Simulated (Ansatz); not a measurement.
# Al2Au in Ansatz: the effect of functional

Al2Au:

```xyz
3
Lattice="0.0000 3.0588 3.0588 3.0588 0.0000 3.0588 3.0588 3.0588 0.0000" Properties=species:S:1:pos:R:3 pbc="T T T"
Au    0.0000    0.0000    0.0000
Al    4.5883    4.5883    4.5883
Al    1.5294    1.5294    1.5294
```

The cell isn't the ideal one: volume scaled by 1.06.

Alike in all runs:

- Program: Ansatz 0.2.0
- Task: single point
- Potentials or basis: Ansatz PAW
- k mesh: 8 × 8 × 8
- Occupations: fermi-dirac, width 0.05 eV
- Spin: no spin polarisation

```tsv
functional	cutoff	pressure (GPa)
LDA	420 eV (not typed: the program's choice for these potentials)	?
PBEsol	420 eV (not typed: the program's choice for these potentials)	-5.7
r2SCAN	500 eV (not typed: the program's choice for these potentials)	-5.6
```

Q: What does the run with functional LDA give?

A: Pressure -8.0 GPa.

Caveats: the PAW data sets come from PBE, with cores solved anew for the run's functional, which leaves a small shift of forces and pressure.
